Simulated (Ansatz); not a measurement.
The system is BeTe.

```
CELL_PARAMETERS angstrom
0.00000 2.77000 2.77000
2.77000 0.00000 2.77000
2.77000 2.77000 0.00000
ATOMIC_POSITIONS crystal
Te 0.75000 0.75000 0.75000
Be 0.00000 0.00000 0.00000
```

```yaml
Program: Ansatz 0.2.0
Task: relaxation of cell and atoms
Functional: BLYP
Dispersion: D4
Potentials_or_basis: Ansatz PAW
Cutoff: "420 eV (not typed: the program's choice for these potentials)"
k_mesh: 8 × 8 × 8
Occupations: fermi-dirac, width 0.05 eV
Spin: no spin polarisation
```

At the start: volume 21.25 Å³/atom.

Question: Where does the relaxation end?

Answer: It ends after 4 steps and the volume is 22.01 Å³/atom (+3.6 %); space group F-43m (No. 216, to 0.05 Å).

Step by step:
| step | energy change (eV) | largest force (eV/Å) | volume (Å³) |
| --- | --- | --- | --- |
| 1 | 0.0000 | 0.0000 | 42.51 |
| 2 | -0.0088 | 0.0000 | 44.48 |
| 3 | -0.0099 | 0.0000 | 44.02 |
| 4 | -0.0102 | 0.0000 | 44.02 |

Final structure:
```
CELL_PARAMETERS angstrom
0.00000 2.80254 2.80254
2.80254 0.00000 2.80254
2.80254 2.80254 0.00000
ATOMIC_POSITIONS crystal
Te 0.75000 0.75000 0.75000
Be 0.00000 0.00000 0.00000
```

Caveat: the plane-wave basis is chosen anew once the cell has moved, so the energies of steps on either side of that aren't comparable; the PAW data sets come from PBE, with cores solved anew for the run's functional, which leaves a small shift of forces and pressure.
